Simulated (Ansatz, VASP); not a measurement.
One calculation of AlN, two programs

File INCAR:

```
PREC = Accurate
ENCUT = 520
EDIFF = 1E-7
ISMEAR = 0
SIGMA = 0.05
LREAL = F
LASPH = T
NELM = 80
ALGO = Normal
ISIF = 2
LWAVE = F
LCHARG = F
GGA = PE
NBANDS = 16
```

The input KPOINTS:

```
regular mesh
0
Gamma
  6 6 6
```

File POSCAR:

```
AlN
1.0
    0.0000000000     -2.2015682416     -2.2015682416
   -2.2015682416      0.0000000000     -2.2015682416
    2.2015682416      2.2015682416     -4.4031364832
Al N
2 2
Direct
   -0.0045870597      0.0397597532      0.0035370201
    0.5116610999      0.4673142870      0.5035370201
    0.3609070899      0.4006440700      0.8681866750
    0.8754662601      0.8357292799      0.3681866750
```

Input for Ansatz:

```yaml
crystal:
  lattice:
    - [0.0, -2.2015682416, -2.2015682416]
    - [-2.2015682416, 0.0, -2.2015682416]
    - [2.2015682416, 2.2015682416, -4.4031364832]
  atoms:
    - { symbol: Al, position: [-0.0045870597, 0.0397597532, 0.0035370201] }
    - { symbol: Al, position: [0.5116610999, 0.467314287, 0.5035370201] }
    - { symbol: "N", position: [0.3609070899, 0.40064407, 0.868186675] }
    - { symbol: "N", position: [0.8754662601, 0.8357292799, 0.368186675] }
basis:
  ecutwfc: 520.0
kpoints:
  mp_grid: { grid: [6, 6, 6] }
hamiltonian:
  xc: pbe
scf:
  occupations: { method: gaussian, width: 0.05 }
output:
  forces: true
  stress: true
  eigenvalues: true
```

Change from the starting cell: mode 4 frozen in at -0.102 Å and mode 10 at +0.060 Å (largest displacements).

Alike in both runs: task single point; functional PBE; k mesh 6 × 6 × 6; occupations gaussian, width 0.05 eV; no spin polarisation.

|  | VASP | Ansatz |
| --- | --- | --- |
| version | VASP 6.6.1 | Ansatz 0.2.0 |
| potentials or method | VASP PAW PBE potentials, release 64 (Al, N) | scalar-relativistic, plane waves, PAW |
| plane-wave cutoff (eV) | 520 | 520 |
| valence electrons in the cell | 16 | 16 |

|  | VASP | Ansatz | Ansatz less VASP |
| --- | --- | --- | --- |
| gap on the k mesh at the Fermi level (eV) | 3.08 | 3.08 | +0.008 |
| least direct gap on the mesh (eV) | 3.62 | 3.62 | +0.005 |
| pressure (GPa) | 0.2 | 0.5 | +0.25 |
| largest component of the traceless stress (GPa) | 5.48 | 5.46 | -0.017 |
| rms of the force components (eV/Å) | 0.715 | 0.713 | -0.0020 |

Atom by atom the forces differ by 0.002 eV/Å (rms over components).

Caveats: forces of over 1 eV/Å show positions far from the minimum, so gaps and moduli don't describe the material at rest. A k mesh can miss the band edges.
